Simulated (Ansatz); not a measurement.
Runs of Ansatz 0.2.0 on ZrB2. Symmetry: P6/mmm, No. 191, hexagonal system. The conventional cell has a = 3.170 Å, b = 3.170 Å, c = 3.533 Å, α = 90.00°, β = 90.00°, γ = 120.00°. Around Zr (site symmetry 6/mmm) lie 12 B at 2.54 Å. B (site symmetry -6m2) is surrounded by 3 B at 1.83 Å. 

```csv
task,level,cell,smearing,points for each segment of the path,gap on the mesh (eV),pressure (GPa)
single point,PBE,as given,gaussian 0.018 eV,-,none,0.8
single point,PBE,as given,gaussian 0.022 eV,-,none,0.8
single point,PBE,as given,gaussian 0.024 eV,-,none,0.8
band structure,revPBE,as given,fermi-dirac 0.05 eV,14,none,3.5
single point,PBE,as given,gaussian 0.019 eV,-,none,0.8
band structure,BLYP,as given,fermi-dirac 0.05 eV,14,none,(a)
single point,PBE,as given,gaussian 0.017 eV,-,none,0.8
single point,PBE,as given,gaussian 0.016 eV,-,none,0.8
single point,PBE,as given,gaussian 0.021 eV,-,none,0.8
single point,PBE,as given,gaussian 0.025 eV,-,none,0.8
relaxation of cell and atoms,revPBE,relaxed,fermi-dirac 0.05 eV,-,none,0.0
single point,PBE,as given,gaussian 0.026 eV,-,none,0.8
```

Alike in all rows: potentials or basis Ansatz PAW; no spin polarisation; k mesh 10 × 10 × 8; cutoff (eV) 420.

Problem. Estimate the missing entries.

Solution. (a) 7.3.

Caveats: the PAW data sets come from PBE, with cores solved anew for the run's functional, which leaves a small shift of forces and pressure (some runs); the plane-wave basis is chosen anew once the cell has moved, so the energies of steps on either side of that aren't comparable (some runs).

A k mesh can miss the band edges, and the runs leave out spin-orbit coupling on Zr.

A gap of «none» marks a metal or a gap under the smearing width.
